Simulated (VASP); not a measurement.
Crystal: TePb.

```
Pb Te
1.0
     0.00000    3.23100    3.23100
     3.23100    0.00000    3.23100
     3.23100    3.23100    0.00000
Pb Te
1 1
Direct
  0.00000 0.00000 0.00000
  0.50000 0.50000 0.50000
```

Base run:

| Item | Value |
| --- | --- |
| Program | VASP 6.6.1 |
| Functional | PBE |
| Potentials or basis | VASP PAW PBE potentials, release 64 (Pb_d, Te) |
| Cutoff | 520 eV |
| k mesh | 6 × 6 × 6 |
| Occupations | gaussian, width 0.02 eV |
| Spin | spin-orbit coupling, no magnetisation |

Its results: pressure 2.0 GPa.

Task: The run is repeated on the same cell with these changes: functional from PBE to LDA; potentials or basis from VASP PAW PBE potentials, release 64 (Pb_d, Te) to VASP PAW LDA potentials, release 64 (Pb_d, Te). What comes out?

Result: Pressure -1.9 GPa.
